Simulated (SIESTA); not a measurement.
ZnS:

```
Zn S
1.0
     0.00000    2.70200    2.70200
     2.70200    0.00000    2.70200
     2.70200    2.70200    0.00000
Zn S
1 1
Cartesian
  4.0530 4.0530 4.0530
  0.0000 0.0000 0.0000
```

Program: SIESTA 5.4.2. Alike in all runs: no spin polarisation; cell as given; k mesh 9 × 9 × 9; smearing fermi-dirac 0.05 eV; grid cutoff 800 Ry; energy shift 0.003 Ry.

Order these runs on this cell by their pressure, lowest first.
A. level PBEsol; potentials or basis PseudoDojo 0.4 standard (PBEsol files), DZP (energy shift 0.003 Ry; two zetas on semicore shells)
B. level LDA; potentials or basis PseudoDojo 0.4 standard (LDA files), DZP (energy shift 0.003 Ry; two zetas on semicore shells)
C. level PBE; potentials or basis PseudoDojo 0.4 standard (PBE files), DZP (energy shift 0.003 Ry; two zetas on semicore shells); broadening (eV) 0.2 eV; window to (eV) 40 eV; optical mesh offset true

B (-3.7 GPa), A (-1.1 GPa), C (2.5 GPa).

Caveats: short orbitals over semicore shells can move pressures by several GPa; the basis of atomic orbitals isn't converged, which shifts pressures, moduli and gaps; the basis holds too few empty states to meet the f-sum rule, so the spectrum is short of weight at high energy (some runs).
